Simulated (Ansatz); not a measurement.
Calculation for MgO (begun as wurtzite type, now flat h-MgO): DFT, PBE, all-electron LAPW, scalar-relativistic (Ansatz 0.2.0). This run: volume at 0.72 of the series' base cell.

The cell comes from a relaxation on PAW files under the same functional, begun from a prototype that needn't be the stable phase.

Command: `ansatz run input.yaml --threads 1 --pin off --max-ram 3072MiB --backend cpu --events-out ev --progress --plain --runs-dir out` It took 36 s on 1 thread of Intel(R) Xeon(R) Platinum 8488C (Sapphire Rapids), with other jobs on the host, peak memory 0.47 GiB.

```yaml
crystal:
  lattice:
    - [3.2217450073, 0.0, 0.0]
    - [-1.6108725036, 2.7901130208, 0.0]
    - [0.0, 0.0, 3.9033502767]
  atoms:
    - { symbol: Mg, position: [0.3333333333, 0.6666666667, -0.0619758725] }
    - { symbol: Mg, position: [0.6666666667, 0.3333333333, 0.4380241275] }
    - { symbol: O, position: [0.3333333333, 0.6666666667, 0.4379758725] }
    - { symbol: O, position: [0.6666666667, 0.3333333333, 0.9379758725] }
kpoints:
  mp_grid: { grid: [12, 12, 7] }
  band_path:
    path:
      - [0.0, 0.0, 0.0]
      - [0.5, 0.0, 0.0]
      - [0.3333333333, 0.3333333333, 0.0]
      - [0.0, 0.0, 0.0]
      - [0.0, 0.0, 0.5]
      - [0.5, 0.0, 0.5]
      - [0.3333333333, 0.3333333333, 0.5]
      - [0.0, 0.0, 0.5]
      - [0.5, 0.0, 0.5]
    npoints: 8
scf:
  occupations: { method: fermi_dirac, width: 0.08 }
hamiltonian:
  xc: pbe
  pseudopotentials: { kind: all_electron, lapw: { basis_error: 0.001 } }
output:
  forces: true
  stress: true
  eigenvalues: true
  populations: true
  dos: { projected: true, de: 0.2, e_range: [-14, 8] }
```

Output:

```
Mg: projections on atomic orbitals take those of the free atom 1s2 2s2 2p6 3s2, of charge +0.00 (hamiltonian.pseudopotentials.projection_atoms)
O: projections on atomic orbitals take those of the free atom 1s2 2s2 2p4, of charge +0.00 (hamiltonian.pseudopotentials.projection_atoms)
LAPW: plane waves up to 10.410 Å⁻¹, error target 1.0e-3 eV per atom; small_component_spin mean_spin; O in spheres of 0.903 Å, 8 of its electrons in bands, Dirac shells []; Mg in spheres of 0.957 Å, 10 of its electrons in bands, Dirac shells [] (how accurate: hamiltonian.pseudopotentials.lapw.basis_error, Limitations)
Engine: ansatz 0.2.0
Pseudopotentials: kind: all_electron
Pseudopotential: Mg, LAPW, valence charge 10, lapw/all_electron/scalar/gaussian/Mg, Koelling and Harmon's equation, gaussian nucleus
Pseudopotential: O, LAPW, valence charge 8, lapw/all_electron/scalar/gaussian/O, Koelling and Harmon's equation, gaussian nucleus
Functional definition: PBE
  parameter kappa = 0.804
  parameter beta = 0.06672455060314922
  exchange = pbe_x(kappa = kappa, mu = beta*pi^2/3)
  correlation = pbe_c(beta = beta)
Crystal: 4 atoms, lattice volume = 35.087 Å³
Basis set: ecut = 412.9045376028368 eV, 685 PW (Γ), exchange–correlation at level 2
Bands: 22, of which v1, the nominal top of the filled ones, is band 18 counted from 1 (17 counted from 0)
Symmetry: 12 space group operations
Space group: P63mc (ITA 186), of the structure as read, at distance tolerance 3.3e-5 Å
k-points: 76 of 1008 (time reversal used)
Non-local potential: Mg, projectors of the file, none
Non-local potential: O, projectors of the file, none
Initial density: superposition of atomic densities (chi_scale 0.1, normalization cell, long waves kept (reshape's long-wave potential 0.00 eV rms))
Initial wavefunctions: plane waves of lowest kinetic energy (no species holds an atomic orbital)
Functional: x = pbe(κ = 0.804, μ = 0.2195149727645171), c = pbe(β = 0.06672455060314922)
iter 1 solved again at ethr=2.16e-2 eV; its pass at ethr=1.00e-1 eV (dr2=7.79e0 eV) is discarded
SCF iter   1: F=—  HF=-15008.188533 eV  |F-HF|=—  |Δ(HF+E_count)|=         —  Δρ=1.43e-1  dr2=7.79e0  ethr=2.16e-2  ⟨swp⟩=2.0  Hψ=11508  notcnv=0
preconditioner: auto → none  [insulator: Δε(μ)=7.591 eV  Ē_g=19.362 eV  σ=0.080 eV  W_gap=1.00  n_scr=8 (ndim 8)  ℏωp=25.1 eV  f_vac=0.000  D(μ)=0.00/eV (n_scr^D=0)  ε∞_Penn≈2.7]
iter 2 solved again at ethr=4.22e-4 eV; its pass at ethr=2.16e-2 eV (dr2=1.52e-1 eV) is discarded
SCF iter   2: F=—  HF=-15004.312162 eV  |F-HF|=—  |Δ(HF+E_count)|=    3.88e0  Δρ=3.12e-2  dr2=1.52e-1  ethr=4.22e-4  ⟨swp⟩=2.1  Hψ=9057  notcnv=0
SCF iter   3: F=—  HF=-15003.764236 eV  |F-HF|=—  |Δ(HF+E_count)|=   5.48e-1  Δρ=1.73e-2  dr2=1.23e-1  ethr=4.22e-4  ⟨swp⟩=3.0  Hψ=5659  notcnv=0
SCF iter   4: F=—  HF=-15003.760023 eV  |F-HF|=—  |Δ(HF+E_count)|=         —  Δρ=1.04e-3  dr2=1.97e-4  ethr=3.42e-4  ⟨swp⟩=2.0  Hψ=5092  notcnv=0
the basis was enlarged: its passes take 732.9 KiB over the memory plan, 1 of 1 planned eigensolver slots
SCF iter   5: F=—  HF=-15003.759951 eV  |F-HF|=—  |Δ(HF+E_count)|=   7.25e-5  Δρ=4.50e-4  dr2=4.25e-5  ethr=5.48e-7  ⟨swp⟩=3.0  Hψ=5171  notcnv=0
SCF iter   6: F=—  HF=-15003.759967 eV  |F-HF|=—  |Δ(HF+E_count)|=   1.64e-5  Δρ=1.40e-4  dr2=8.42e-6  ethr=1.18e-7  ⟨swp⟩=3.0  Hψ=5121  notcnv=0
SCF iter   7: F=—  HF=-15003.759967 eV  |F-HF|=—  |Δ(HF+E_count)|=   3.47e-7  Δρ=2.49e-5  dr2=2.75e-7  ethr=2.34e-8  ⟨swp⟩=2.0  Hψ=4788  notcnv=0
SCF iter   8: F=-15003.759967 eV  HF=-15003.759967 eV  |F-HF|=1.71e-10  |Δ(HF+E_count)|=   2.81e-8  Δρ=1.86e-6  dr2=1.47e-9  ethr=7.64e-10  ⟨swp⟩=2.9  Hψ=4916  notcnv=0
SCF 1 converged in 8 iterations: F = -15003.759967 eV  dr2 = 1.47e-9
NSCF: frozen V_eff on 65 k-points
SCF converged after 8 iterations
Free energy (F): -15003.759967 eV
Harris-Foulkes:  -15003.759967 eV  (|F-HF|=1.71e-10)
Internal energy: -15003.759967 eV  (E = F + TS)
E sigma→0 (E₀):  -15003.759967 eV
Fermi energy:    11.059504 eV
--- Per-component energies (eV) ---
  E_band       = -2542.622077
  E_kinetic    = 15046.541186
  E_xc         = -1374.423072
  E_electrostatic = -28675.878081  (all electrons and nuclei)
  E_smearing   = -0.000000  (= −TS)
  E_closure    = 0.000000  (closes the sum)
  E_atoms      = -14981.585866  (free atoms, spherical and without spin; not in F)
  Σ components = -15003.759967   (vs F -15003.759967, Δ=0.00e0)
  Basis errors (estimates in eV, not in F): energy 4.4e-4 per atom: plane waves 3.9e-4 (2.3e-4 summed), levels above the bands 1.7e-66, relativity 3.2e-8, radial functions 4.4e-5, core shells 2.2e-10; eigenvalues (radial functions only) 2.4e-6; not estimated: angular momenta, meshes, grids; target (lapw.basis_error) 1.0e-3; muffin-tin radii O 0.903 Å, Mg 0.957 Å
--- Forces (eV/Å), atoms counted from 1 ---
  atom   1  Mg     0.00000000    -0.00000000    -0.00224859
  atom   2  Mg    -0.00000000     0.00000000    -0.00224859
  atom   3  O      0.00000000    -0.00000000     0.00224864
  atom   4  O     -0.00000000     0.00000000     0.00224864
  max |Σ_I F_I| component: 1.17e-7 eV/Å
--- Stress (GPa, compression-positive) ---
       54.496338       0.000000       0.000000
       -0.000000      54.496338      -0.000000
       -0.000000      -0.000000      54.497654
  P = ⅓ Tr σ = 54.4968 GPa (544.968 kbar)
--- Band table (eV; the first three rows and the last of 76) ---
  k-point 0: bands = ["-494.1988", "-494.1988", "-62.9525", "-62.9172", "-29.8005", "-29.7359", "-29.7359", "-29.6760", "-29.6760", "-29.6257", "-9.4025", "-7.3764", "4.1577", "6.4746", "6.4746", "7.5026", "7.5026", "8.6747", "13.3360", "20.0699", "22.7233", "22.9357"]
  k-point 1: bands = ["-494.1988", "-494.1988", "-62.9507", "-62.9189", "-29.7934", "-29.7328", "-29.7328", "-29.6789", "-29.6789", "-29.6359", "-9.3004", "-7.4716", "4.2830", "6.5192", "6.5192", "7.4448", "7.4448", "8.2569", "13.7249", "19.5157", "22.7871", "22.7871"]
  k-point 2: bands = ["-494.1988", "-494.1988", "-62.9458", "-62.9238", "-29.7726", "-29.7244", "-29.7244", "-29.6871", "-29.6871", "-29.6637", "-9.0142", "-7.7435", "4.6736", "6.6475", "6.6475", "7.2871", "7.2871", "7.3134", "14.6396", "18.3670", "22.6938", "22.6938"]
  k-point 75: bands = ["-494.1988", "-494.1988", "-62.9317", "-62.9317", "-29.8199", "-29.8199", "-29.7418", "-29.7201", "-29.6438", "-29.6438", "-7.7810", "-7.7810", "4.3259", "4.3259", "5.1296", "5.8422", "8.0187", "8.0187", "17.3430", "17.7293", "21.7108", "21.7108"]
--- Löwdin populations: 4 sites ---
  site symbol       q [e]
     0     Mg     10.4339
     1     Mg     10.4339
     2      O      9.4227
     3      O      9.4227
  spilling = 0.007169 (of n_electrons = 40.000000)
```

populations.tsv:

```
# site	symbol	l	j	q
# orbitals = lowdin
# n_electrons = 40.000000
# spilling = 0.007169
# projection_atom_Mg: 1s2 2s2 2p6 3s2
# projection_atom_O: 1s2 2s2 2p4
0	Mg	0_1S	-	1.999818
0	Mg	0_2S	-	1.980718
0	Mg	0_3S	-	0.455530
0	Mg	1_2P	-	5.997881
1	Mg	0_1S	-	1.999818
1	Mg	0_2S	-	1.980718
1	Mg	0_3S	-	0.455530
1	Mg	1_2P	-	5.997881
2	O	0_1S	-	1.998678
2	O	0_2S	-	1.822298
2	O	1_2P	-	5.601702
3	O	0_1S	-	1.998678
3	O	0_2S	-	1.822298
3	O	1_2P	-	5.601702
```

Next run (volume at 0.64 of the series' base cell), as changes to the input before:

```diff
   lattice:
-    - [3.2217450073, 0.0, 0.0]
-    - [-1.6108725036, 2.7901130208, 0.0]
-    - [0.0, 0.0, 3.9033502767]
+    - [3.0960069093, 0.0, 0.0]
+    - [-1.5480034547, 2.6812206337, 0.0]
+    - [0.0, 0.0, 3.7571928652]
   atoms:
-    - { symbol: Mg, position: [0.3333333333, 0.6666666667, -0.0619758725] }
-    - { symbol: Mg, position: [0.6666666667, 0.3333333333, 0.4380241275] }
-    - { symbol: O, position: [0.3333333333, 0.6666666667, 0.4379758725] }
-    - { symbol: O, position: [0.6666666667, 0.3333333333, 0.9379758725] }
+    - { symbol: Mg, position: [0.3333333333, 0.6666666667, -0.062006824] }
+    - { symbol: Mg, position: [0.6666666667, 0.3333333333, 0.437993176] }
+    - { symbol: O, position: [0.3333333333, 0.6666666667, 0.438006824] }
+    - { symbol: O, position: [0.6666666667, 0.3333333333, 0.938006824] }
 kpoints:
   mp_grid: { grid: [12, 12, 7] }
-  band_path:
-    path:
-      - [0.0, 0.0, 0.0]
-      - [0.5, 0.0, 0.0]
-      - [0.3333333333, 0.3333333333, 0.0]
-      - [0.0, 0.0, 0.0]
-      - [0.0, 0.0, 0.5]
-      - [0.5, 0.0, 0.5]
-      - [0.3333333333, 0.3333333333, 0.5]
-      - [0.0, 0.0, 0.5]
-      - [0.5, 0.0, 0.5]
-    npoints: 8
 scf:
   populations: true
-  dos: { projected: true, de: 0.2, e_range: [-14, 8] }
```

Command: `ansatz run input.yaml --threads 1 --pin off --max-ram 3072MiB --backend cpu --events-out ev --progress --plain --runs-dir out` It took 18 s on 1 thread of Intel(R) Xeon(R) Platinum 8488C (Sapphire Rapids), with other jobs on the host, peak memory 0.51 GiB.

Results part of the output:

```
Warning: the atoms were moved onto the symmetric positions of the space group found under crystal.symmetry.tolerance 1.0e-5 (fractional; no operation is sought that the atoms, as they stand in a round, miss by more than twice it, and no atom is moved by as much as it), and the run uses the moved positions. Before a round's move an operation carried an atom to 5.13e-5 Å from where it should land, t
SCF 1 converged in 8 iterations: F = -15001.921517 eV  dr2 = 1.33e-9
SCF converged after 8 iterations
Free energy (F): -15001.921517 eV
Harris-Foulkes:  -15001.921517 eV  (|F-HF|=1.46e-11)
Internal energy: -15001.921517 eV  (E = F + TS)
E sigma→0 (E₀):  -15001.921517 eV
Fermi energy:    13.067932 eV
--- Per-component energies (eV) ---
  E_band       = -2483.047091
  E_kinetic    = 15067.235595
  E_xc         = -1378.619231
  E_electrostatic = -28690.537882  (all electrons and nuclei)
  E_smearing   = -0.000000  (= −TS)
  E_closure    = 0.000000  (closes the sum)
  E_atoms      = -14981.585866  (free atoms, spherical and without spin; not in F)
  Σ components = -15001.921517   (vs F -15001.921517, Δ=0.00e0)
  Basis errors (estimates in eV, not in F): energy 4.5e-4 per atom: plane waves 4.1e-4 (2.4e-4 summed), levels above the bands 7.6e-70, relativity 9.6e-8, radial functions 4.0e-5, core shells 7.9e-10; eigenvalues (radial functions only) 2.6e-6; not estimated: angular momenta, meshes, grids; target (lapw.basis_error) 1.0e-3; muffin-tin radii O 0.866 Å, Mg 0.922 Å
--- Forces (eV/Å), atoms counted from 1 ---
  atom   1  Mg     0.00000000    -0.00000000     0.00000000
  atom   2  Mg     0.00000000     0.00000000     0.00000000
  atom   3  O     -0.00000000    -0.00000000     0.00000000
  atom   4  O      0.00000000     0.00000000     0.00000000
  max |Σ_I F_I| component: 5.55e-17 eV/Å
--- Stress (GPa, compression-positive) ---
      100.394384       0.000000      -0.000000
        0.000000     100.394384      -0.000000
       -0.000000      -0.000000     100.490393
  P = ⅓ Tr σ = 100.4264 GPa (1004.264 kbar)
--- Band table (eV; the first three rows and the last of 76) ---
  k-point 0: bands = ["-492.3358", "-492.3358", "-61.0454", "-60.9857", "-27.9410", "-27.8357", "-27.8357", "-27.7461", "-27.7461", "-27.6749", "-8.4284", "-6.0094", "5.3385", "7.8716", "7.8716", "8.9484", "8.9484", "10.3549", "15.6879", "22.8231", "25.4288", "25.5616"]
  k-point 1: bands = ["-492.3358", "-492.3358", "-61.0424", "-60.9886", "-27.9306", "-27.8312", "-27.8312", "-27.7504", "-27.7504", "-27.6910", "-8.3049", "-6.1202", "5.4798", "7.9166", "7.9166", "8.8856", "8.8856", "9.9142", "16.0620", "22.1568", "25.3520", "25.3520"]
  k-point 2: bands = ["-492.3358", "-492.3358", "-61.0341", "-60.9969", "-27.8999", "-27.8185", "-27.8185", "-27.7627", "-27.7627", "-27.7343", "-7.9593", "-6.4395", "5.9226", "8.0468", "8.0468", "8.7156", "8.7156", "8.8904", "16.9657", "20.8686", "25.2165", "25.2165"]
  k-point 75: bands = ["-492.3358", "-492.3358", "-61.0097", "-61.0097", "-27.9748", "-27.9748", "-27.8494", "-27.8162", "-27.6998", "-27.6998", "-6.4139", "-6.4139", "5.5314", "5.5314", "6.3434", "7.1327", "9.5515", "9.5515", "19.3807", "19.7623", "24.6253", "24.6253"]
--- Löwdin populations: 4 sites ---
  site symbol       q [e]
     0     Mg     10.4178
     1     Mg     10.4178
     2      O      9.4429
     3      O      9.4429
  spilling = 0.006962 (of n_electrons = 40.000000)
```

Next run (volume at 0.55 of the series' base cell), as changes to the input before:

```diff
   lattice:
-    - [3.0960069093, 0.0, 0.0]
-    - [-1.5480034547, 2.6812206337, 0.0]
-    - [0.0, 0.0, 3.7571928652]
+    - [2.9413773876, 0.0, 0.0]
+    - [-1.4706886938, 2.5473075398, 0.0]
+    - [0.0, 0.0, 3.57724387]
   atoms:
-    - { symbol: Mg, position: [0.3333333333, 0.6666666667, -0.062006824] }
-    - { symbol: Mg, position: [0.6666666667, 0.3333333333, 0.437993176] }
-    - { symbol: O, position: [0.3333333333, 0.6666666667, 0.438006824] }
-    - { symbol: O, position: [0.6666666667, 0.3333333333, 0.938006824] }
+    - { symbol: Mg, position: [0.3333333333, 0.6666666667, -0.0620009968] }
+    - { symbol: Mg, position: [0.6666666667, 0.3333333333, 0.4379990032] }
+    - { symbol: O, position: [0.3333333333, 0.6666666667, 0.4380009968] }
+    - { symbol: O, position: [0.6666666667, 0.3333333333, 0.9380009968] }
 kpoints:
   mp_grid: { grid: [12, 12, 7] }
+  band_path:
+    path:
+      - [0.0, 0.0, 0.0]
+      - [0.5, 0.0, 0.0]
+      - [0.3333333333, 0.3333333333, 0.0]
+      - [0.0, 0.0, 0.0]
+      - [0.0, 0.0, 0.5]
+      - [0.5, 0.0, 0.5]
+      - [0.3333333333, 0.3333333333, 0.5]
+      - [0.0, 0.0, 0.5]
+      - [0.5, 0.0, 0.5]
+    npoints: 8
 scf:
   populations: true
+  dos: { projected: true, de: 0.2, e_range: [-14, 8] }
```

Results part of the output:

```
Warning: the atoms were moved onto the symmetric positions of the space group found under crystal.symmetry.tolerance 1.0e-5 (fractional; no operation is sought that the atoms, as they stand in a round, miss by more than twice it, and no atom is moved by as much as it), and the run uses the moved positions. Before a round's move an operation carried an atom to 7.13e-6 Å from where it should land, t
SCF 1 converged in 7 iterations: F = -14998.060515 eV  dr2 = 9.40e-8
NSCF: frozen V_eff on 65 k-points
SCF converged after 7 iterations
Free energy (F): -14998.060515 eV
Harris-Foulkes:  -14998.060515 eV  (|F-HF|=6.04e-10)
Internal energy: -14998.060515 eV  (E = F + TS)
E sigma→0 (E₀):  -14998.060515 eV
Fermi energy:    15.981651 eV
--- Per-component energies (eV) ---
  E_band       = -2397.804885
  E_kinetic    = 15100.087548
  E_xc         = -1384.764280
  E_electrostatic = -28713.383783  (all electrons and nuclei)
  E_smearing   = -0.000000  (= −TS)
  E_closure    = 0.000000  (closes the sum)
  E_atoms      = -14981.585866  (free atoms, spherical and without spin; not in F)
  Σ components = -14998.060515   (vs F -14998.060515, Δ=0.00e0)
  Basis errors (estimates in eV, not in F): energy 4.6e-4 per atom: plane waves 4.2e-4 (2.5e-4 summed), levels above the bands 1.6e-72, relativity 8.7e-8, radial functions 4.2e-5, core shells 4.0e-9; eigenvalues (radial functions only) 3.4e-6; not estimated: angular momenta, meshes, grids; target (lapw.basis_error) 1.0e-3; muffin-tin radii O 0.821 Å, Mg 0.877 Å
--- Forces (eV/Å), atoms counted from 1 ---
  atom   1  Mg    -0.00000000    -0.00000000     0.00000000
  atom   2  Mg     0.00000000     0.00000000     0.00000000
  atom   3  O      0.00000000    -0.00000000     0.00000000
  atom   4  O      0.00000000     0.00000000     0.00000000
  max |Σ_I F_I| component: 3.70e-17 eV/Å
--- Stress (GPa, compression-positive) ---
      190.833381       0.000000       0.000000
        0.000000     190.833381       0.000000
        0.000000       0.000000     190.945903
  P = ⅓ Tr σ = 190.8709 GPa (1908.709 kbar)
--- Band table (eV; the first three rows and the last of 76) ---
  k-point 0: bands = ["-489.6123", "-489.6123", "-58.4219", "-58.3077", "-25.4066", "-25.2171", "-25.2171", "-25.0699", "-25.0699", "-24.9595", "-6.9563", "-3.9897", "7.1519", "9.9543", "9.9543", "11.0642", "11.0642", "12.8382", "19.0490", "26.7613", "29.2786", "29.3630"]
  k-point 1: bands = ["-489.6123", "-489.6123", "-58.4162", "-58.3133", "-25.3901", "-25.2096", "-25.2096", "-25.0770", "-25.0770", "-24.9878", "-6.7997", "-4.1172", "7.3084", "9.9974", "9.9974", "10.9952", "10.9952", "12.3600", "19.4033", "25.9208", "29.0314", "29.0314"]
  k-point 2: bands = ["-489.6123", "-489.6123", "-58.4003", "-58.3291", "-25.3408", "-25.1888", "-25.1888", "-25.0970", "-25.0970", "-25.0632", "-6.3635", "-4.4925", "7.8081", "10.1236", "10.1236", "10.8108", "10.8108", "11.2174", "20.2891", "24.4351", "28.8337", "28.8337"]
  k-point 75: bands = ["-489.6123", "-489.6123", "-58.3521", "-58.3521", "-25.4733", "-25.4733", "-25.2507", "-25.1944", "-24.9967", "-24.9967", "-4.3256", "-4.3256", "7.3430", "7.3430", "8.1713", "9.0629", "11.8023", "11.8023", "22.3061", "22.6798", "28.7954", "28.7954"]
--- Löwdin populations: 4 sites ---
  site symbol       q [e]
     0     Mg     10.3958
     1     Mg     10.3958
     2      O      9.4680
     3      O      9.4680
  spilling = 0.006812 (of n_electrons = 40.000000)
```
